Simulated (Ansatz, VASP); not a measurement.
Two plane-wave programs on V

Contents of INCAR:

```
SYSTEM = V
ALGO = Fast ; EDIFF = 1E-6
ENCUT = 520 ; GGA = PE
ISIF = 2 ; ISMEAR = 0
ISPIN = 2 ; LASPH = .TRUE.
LCHARG = .TRUE. ; LELF = .TRUE.
LMAXMIX = 4 ; LORBIT = 11
LREAL = .FALSE. ; LVHAR = .TRUE.
LWAVE = .FALSE. ; MAGMOM = 2 2 2 2
NBANDS = 38 ; NELM = 150
PREC = Accurate ; SIGMA = 0.1
```

The input KPOINTS:

```
k-points
0
G
  9 9 2
  0 0 0
```

The input POSCAR:

```
V
1.0
    2.9379386628      0.0000000000      0.0000000000
   -1.4689693314      2.5443295167      0.0000000000
    0.0000000000      0.0000000000      8.0017028620
V
4
Direct
    0.0000000000      0.0000000000      0.2500000000
    0.0000000000      0.0000000000      0.7500000000
    0.3333333333      0.6666666667      0.7500000000
    0.6666666667      0.3333333333      0.2500000000
```

Input for Ansatz:

```yaml
crystal:
  lattice:
    - [2.9379386628, 0.0, 0.0]
    - [-1.4689693314, 2.5443295167, 0.0]
    - [0.0, 0.0, 8.001702862]
  atoms:
    - { symbol: V, position: [0.0, 0.0, 0.25], spin: 2.0 }
    - { symbol: V, position: [0.0, 0.0, 0.75], spin: 2.0 }
    - { symbol: V, position: [0.3333333333, 0.6666666667, 0.75], spin: 2.0 }
    - { symbol: V, position: [0.6666666667, 0.3333333333, 0.25], spin: 2.0 }
basis:
  ecutwfc: 420
kpoints:
  mp_grid: { grid: [9, 9, 2] }
hamiltonian:
  xc: pbe
scf:
  occupations: { method: gaussian, width: 0.1 }
  lower_state_search: "off"
output:
  forces: true
  stress: true
  eigenvalues: true
  populations: true
magnetization:
  spin_polarized: true
```

Alike in both runs: task single point; functional PBE; k mesh 9 × 9 × 2; occupations gaussian, width 0.1 eV; collinear spin.

|  | VASP | Ansatz |
| --- | --- | --- |
| version | VASP 6.6.1 | Ansatz 0.2.0 |
| potentials or method | VASP PAW PBE potentials, release 64 (V_sv) | scalar-relativistic, plane waves, PAW |
| plane-wave cutoff (eV) | 520 | 420 |
| valence electrons in the cell | 52 | 52 |

```csv
,VASP,Ansatz,Ansatz less VASP
gap on the k mesh at the Fermi level (eV),none,none,-
net moment per atom (μB),0.00,0.00,0.000
```

A gap of «none» marks a metal or a gap that the smearing closes. Ansatz warned: «seeded_moment_not_kept».

Caveats: the k mesh is coarse (spacing up to 0.39 Å⁻¹), so the values aren't converged.
